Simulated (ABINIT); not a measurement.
# A GW chain in ABINIT: AlAs (F-43m), part 3 of 3

How does a plane-wave GW calculation on AlAs (F-43m) run from the first input to the gap?

ABINIT 10.8.3; PBE and many-body steps on it, plane waves. Known limits of the many-body steps: not at the basis limit; no spin-orbit coupling; coarse k mesh.

So far. Step 4 (Empty states on the mesh, 4×4×4 mesh, 357 bands): On this mesh the gap is 1.436 eV. Step 5 (Screening, 4×4×4 mesh, 349 bands, screening to 359.2 eV): Local fields lower ε∞ by 11 %. On a Γ-centred mesh this coarse the value itself is usually too large, while a short band sum pulls it down.

## Step 6: Self-energy, 4×4×4 mesh, 349 bands, screening to 359.2 eV

The self-energy is evaluated for the states that the input lists, and the levels follow from it, in one-shot runs by the linearised quasiparticle equation.

This step: G0W0 on PBE, plane waves, norm-conserving pseudopotentials.

run.abi

```
acell 3*1.0 Angstrom
rprim 
  0.000000000000 2.830400000000 2.830400000000
  2.830400000000 0.000000000000 2.830400000000
  2.830400000000 2.830400000000 -0.000000000000
ntypat 2
znucl 13 33
natom 2
typat 1 2
xred 
  0.000000000000 0.000000000000 0.000000000000
  0.250000000000 0.250000000000 0.250000000000
pp_dirpath "pseudos"
pseudos "Al.upf, As.upf"
ecut 44
ngkpt 4 4 4
nshiftk 1
shiftk 0 0 0
kptopt 1
chksymbreak 0
istwfk *1
occopt 1
irdwfk 1
optdriver 4
nband 349
gwcalctyp 0
ecutsigx 44
symsigma 1
nkptgw 3
kptgw 
  0.0000000000 0.0000000000 0.0000000000
  0.5000000000 0.5000000000 0.0000000000
  0.5000000000 0.0000000000 0.0000000000
bdgw 
  11 17
  12 15
  12 16
ecuteps 13.2
irdscr 1
ppmodel 1
indata_prefix "in"
outdata_prefix "out"
tmpdata_prefix "tmp"
```

The run is started by

```console
$ OMP_NUM_THREADS=1 mpirun -n 8 abinit run.abi > log
```

Numbers of over 12 decimals in the logs are rounded to 6 here.

The program printed:

```text
.Version 10.8.3 of ABINIT. v10.8.2 released Aug 2026.

 Symmetries : space group F-4 3 m (#216); Bravais cF (face-center cubic)
[... echo of the input left out ...]
== DATASET  1 ==================================================================
-   mpi_nproc: 8, omp_nthreads: 1 (-1 if OMP is not activated)

--- !DatasetInfo
iteration_state: {dtset: 1, }
dimensions: {natom: 2, nkpt: 8, mband: 349, nsppol: 1, nspinor: 1, nspden: 1, mpw: 4314, }
cutoff_energies: {ecut:  44.0, pawecutdg:  -1.0, }
electrons: {nelect:   2.60000000E+01, charge:   0.00000000E+00, occopt:   1.00000000E+00, tsmear:   1.00000000E-02, }

 SIGMA: Calculation of the GW corrections

 Based on a program developped by R.W. Godby, V. Olevano, G. Onida, and L. Reining.
 Incorporated in ABINIT by V. Olevano, G.-M. Rignanese, and M. Torrent.
.Using double precision arithmetic ; gwpc =  8

[... cell and pseudopotentials left out ...]
--------------------------------------------------------------------------------

 ==== K-mesh for the wavefunctions ====
 Number of points in the irreducible wedge :     8
[... list of points left out ...]
 Together with 24 symmetry operations and time-reversal symmetry
 yields    64 points in the full Brillouin Zone.

 ==== Q-mesh for screening function ====
 Number of points in the irreducible wedge :     8
[... list of points left out ...]
 Together with 24 symmetry operations and time-reversal symmetry
 yields    64 points in the full Brillouin Zone.

 vcoul_init : cutoff-mode = AUXILIARY_FUNCTION
 q-points for optical limit:   1
     1)      0.000010    0.000020    0.000030
 setmesh: FFT mesh size selected  =    45x   45x   45
          total number of points  =        91125

 Number of electrons calculated from density =   26.0000; Expected =   26.0000
 average of density, n =  0.084958
 r_s =    1.4111
 omega_plasma =   28.1162 [eV]

 === KS Band Gaps ===
  >>>> For spin  1
   Minimum direct gap =   2.0442 [eV], located at k-point      :   0.0000  0.0000  0.0000
   Fundamental gap    =   1.4358 [eV], Top of valence bands at :   0.0000  0.0000  0.0000
                                       Bottom of conduction at :   0.5000  0.5000  0.0000
 SIGMA fundamental parameters:
 PLASMON POLE MODEL  1
 number of plane-waves for SigmaX                 4279
 number of plane-waves for SigmaC and W            725
 number of plane-waves for wavefunctions          4279
 number of bands                                   349
 number of independent spin polarizations            1
 number of spinorial components                      1
 number of k-points in IBZ                           8
 number of q-points in IBZ                           8
 number of symmetry operations                      24
 number of k-points in BZ                           64
 number of q-points in BZ                           64
 number of frequencies for dSigma/dE                 9
 frequency step for dSigma/dE [eV]                0.25
 number of omega for Sigma on real axis              0
 max omega for Sigma on real axis  [eV]           0.00
 zcut for avoiding poles [eV]                     0.10

 EPSILON^-1 parameters (SCR file):
 dimension of the eps^-1 matrix on file            725
 dimension of the eps^-1 matrix used               725
 number of plane-waves for wavefunctions          4279
 number of bands                                   349
 number of q-points in IBZ                           8
 number of frequencies                               2
 number of real frequencies                          1
 number of imag frequencies                          1

 matrix elements of self-energy operator (all in [eV])

 Perturbative Calculation

--- !SelfEnergy_ee
iteration_state: {dtset: 1, }
kpoint     : [   0.000,    0.000,    0.000, ]
spin       : 1
KS_gap     :    2.044
QP_gap     :    2.811
Delta_QP_KS:    0.767
data: !SigmaeeData |
     Band     E0 <VxcDFT>   SigX SigC(E0)      Z dSigC/dE  Sig(E)    E-E0       E
       11   4.434 -13.057 -14.997   0.989   0.786  -0.272 -13.804  -0.747   3.687
       12   4.434 -13.057 -14.997   0.989   0.786  -0.272 -13.804  -0.747   3.687
       13   4.434 -13.057 -14.997   0.989   0.786  -0.272 -13.804  -0.747   3.687
       14   6.478 -11.857  -7.665  -4.168   0.794  -0.260 -11.838   0.019   6.497
       15   8.727  -9.563  -5.073  -4.486   0.788  -0.269  -9.560   0.004   8.730
       16   8.727  -9.563  -5.073  -4.486   0.788  -0.269  -9.560   0.004   8.730
       17   8.727  -9.563  -5.073  -4.486   0.788  -0.269  -9.560   0.004   8.730

--- !SelfEnergy_ee
iteration_state: {dtset: 1, }
kpoint     : [   0.500,    0.500,    0.000, ]
spin       : 1
KS_gap     :    3.609
QP_gap     :    4.375
Delta_QP_KS:    0.766
data: !SigmaeeData |
     Band     E0 <VxcDFT>   SigX SigC(E0)      Z dSigC/dE  Sig(E)    E-E0       E
       12   2.260 -11.610 -14.419   1.641   0.777  -0.286 -12.518  -0.908   1.353
       13   2.260 -11.610 -14.419   1.641   0.777  -0.286 -12.518  -0.908   1.353
       14   5.870  -8.423  -4.736  -3.864   0.803  -0.245  -8.565  -0.142   5.727
       15   6.735  -9.140  -5.244  -3.929   0.800  -0.250  -9.167  -0.027   6.708

--- !SelfEnergy_ee
iteration_state: {dtset: 1, }
kpoint     : [   0.500,    0.000,    0.000, ]
spin       : 1
KS_gap     :    2.966
QP_gap     :    3.764
Delta_QP_KS:    0.798
data: !SigmaeeData |
     Band     E0 <VxcDFT>   SigX SigC(E0)      Z dSigC/dE  Sig(E)    E-E0       E
       12   3.608 -12.497 -14.766   1.226   0.782  -0.280 -13.312  -0.815   2.793
       13   3.608 -12.497 -14.766   1.226   0.782  -0.280 -13.312  -0.815   2.793
       14   6.575 -10.258  -6.228  -4.051   0.796  -0.257 -10.275  -0.017   6.558
       15   9.120  -9.293  -4.710  -4.536   0.790  -0.265  -9.257   0.036   9.156
       16   9.120  -9.293  -4.710  -4.536   0.790  -0.265  -9.257   0.036   9.157

== END DATASET(S) ==============================================================
================================================================================

 -outvars: echo values of variables after computation  --------
           etotal      0.0000000000E+00
            nband         349
             nkpt           8
          spgroup         216
 [... the other variables as echoed above ...]

 Calculation completed.
```

The job ended after 3.1 min (8 MPI ranks of Arm Neoverse V1, shared host; peak memory 5.1 GiB).

Numbers from this step:

```yaml
g0w0_gap_on_the_points_computed: 2.040 eV
starting_gap_on_the_mesh: 1.436 eV
k_of_the_valence_top: 0, 0, 0
k_of_the_conduction_bottom: 0.5, 0.5, 0
z_at_the_valence_top: 0.786
z_at_the_conduction_bottom: 0.803
least_direct_g0w0_gap_on_the_computed_points: 2.81 eV
```

The gap on the mesh goes from 1.44 eV to 2.04 eV, a correction of +0.60 eV.

Limits: finite bands, cutoff and mesh; no spin-orbit coupling; coarse k mesh. v1 is the top filled band, c1 the lowest empty one. Levels before and after the correction, in eV, zero at the valence-band top of each column:

|  | conduction bottom | valence top |
| --- | --- | --- |
| Kohn-Sham | 1.44 | 0.00 |
| G0W0 | 2.04 | 0.00 |

|  | level | energy (eV) |
| --- | --- | --- |
| Kohn-Sham | Γ v3-v1 | 0.000 |
| Kohn-Sham | Γ c1 | 2.044 |
| Kohn-Sham | Γ c2-c4 | 4.293 |
| Kohn-Sham | (0.5 0.5 0) v2-v1 | -2.173 |
| Kohn-Sham | (0.5 0.5 0) c1 | 1.436 |
| Kohn-Sham | (0.5 0.5 0) c2 | 2.301 |
| G0W0 | Γ v3-v1 | 0.000 |
| G0W0 | Γ c1 | 2.810 |
| G0W0 | Γ c2-c4 | 5.043 |
| G0W0 | (0.5 0.5 0) v2-v1 | -2.334 |
| G0W0 | (0.5 0.5 0) c1 | 2.040 |
| G0W0 | (0.5 0.5 0) c2 | 3.021 |

## Step 7: Where the time went

Times are wall times on 8 MPI ranks of Arm Neoverse V1, shared host, good to a factor of about two.

| step | time | share | memory (GiB) |
| --- | --- | --- | --- |
| ground state | 8.9 s | 2 % | 0.65 |
| bands along the symmetry lines | 12 s | 2 % | 0.58 |
| empty states on the mesh | 65 s | 12 % | 8.3 |
| screening | 4.3 min | 49 % | 3.8 |
| self-energy | 3.1 min | 35 % | 5.1 |

## Step 8: Outcome

```json
{"PBE gap": "1.44 eV, indirect", "G0W0 gap on the mesh": "2.04 eV", "GW settings": "4×4×4 mesh, 349 bands, screening to 359.2 eV, Godby-Needs plasmon pole", "known limits": "not at the basis limit; no spin-orbit coupling; coarse k mesh"}
```

What this shows: G0W0 moves the gap on the mesh from 1.44 eV to 2.04 eV (+0.60 eV), with Z of 0.79 and 0.80 at the edges. Local fields lower the RPA ε∞ on this mesh from 15.96 to 14.23; a Γ-centred mesh this coarse tends to raise both, most where the direct gap is narrow, while a short band sum lowers them. Only 3 of the mesh's irreducible points were corrected, so a valley elsewhere could overtake. Against experiment, by G0W0@PBE: the direct gap of 2.81 eV lies −0.21 eV from the measured 3.018 eV (direct, 300 K, quoted 2023). An exciton line or allowed optical edge lies below the quasiparticle gap by the binding energy; a forbidden edge can push the onset above it. The calculation has static nuclei and no excitons; a measured gap holds zero-point and thermal motion, which mostly lowers it. Bands and cutoff are finite, so the gap is not at the basis limit. The miss can reach some tenths of an eV and take either sign; the mesh is an error of its own. In the G0W0 run levels were corrected at 3 k points alone, so a gap called «on the mesh» is the least over those, and an edge elsewhere would be missed. The 4×4×4 mesh is coarse for this cell, which bears on the long-range parts of exchange and screening. The many-body steps are scalar-relativistic: spin-orbit coupling is not in them.

[Paths, hosts, dates, memory and timing lines, banners, echoed tables and standing remarks are left out of the program output.]

[Logs are printed without paths, hosts, clocks, repeated set-up lines and the standing remarks that a program may print on its own settings, such as how far it seeks lower states.]

[Runs of the session that timed out or met a known fault of the program may be left out.]

[Hosts, paths, dates, database ids (printed as entryN), source tags and the programs' standing remarks are cut or masked in the printed files.]

[G0W0 gaps are taken among the corrected bands and points alone; a level outside them can change the order at an edge.]

[Where Ansatz stands beside ABINIT at settings called matched, ABINIT's density can come from a denser mesh and the files from another edition; pairs whose starting gaps differed by over 0.03 eV were left out, so agreement reads better than it is.]
